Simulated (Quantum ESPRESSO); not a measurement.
# SnSe under changes of volume

One of the cells (27.271 Å³/atom); the others are scaled copies at fixed shape and fractional positions:

```xyz
2
Lattice="0.0000 3.0100 3.0100 3.0100 0.0000 3.0100 3.0100 3.0100 0.0000" Properties=species:S:1:pos:R:3 pbc="T T T"
Sn    0.0000    0.0000    0.0000
Se    3.0100    3.0100    3.0100
```

Measurements of this composition are mostly on another form, of space group No. 62.

| Item | Value |
| --- | --- |
| Program | Quantum ESPRESSO 7.5 |
| Functional | rev-vdW-DF2 |
| Potentials or basis | PseudoDojo 0.4.1 SR PBE standard |
| Cutoff | 1170 eV |
| Density cutoff | 4680 eV |
| k mesh | 7 × 7 × 7 |
| Occupations | fermi-dirac, width 0.05 eV |
| Spin | no spin polarisation |

```csv
volume (Å³/atom),energy over the lowest point (meV/atom),pressure (GPa)
25.635,?,?
26.180,8.42,2.4
26.725,2.26,1.2
27.271,0.00,0.1
27.816,1.24,-0.9
28.362,5.63,-1.7
28.907,12.85,-2.5
```

Question: What does the run at 25.635 Å³/atom give?

Answer: Energy over the lowest point 18.90 meV/atom; pressure 3.8 GPa.

Worked out: A Birch-Murnaghan fit of order 3 (a polynomial in V^(-2/3)) to the other rows has its minimum at 27.34 Å³/atom with B0 = V·E''(V) = 51 GPa and B' = 4.3. It gives 18.91 meV/atom at 25.635 Å³/atom, against the run's 18.90, and -dE/dV = 3.8 GPa, against 3.8.

Energies are extrapolated to zero smearing.

Caveats: the potentials were made for another functional, which shifts forces and pressure.
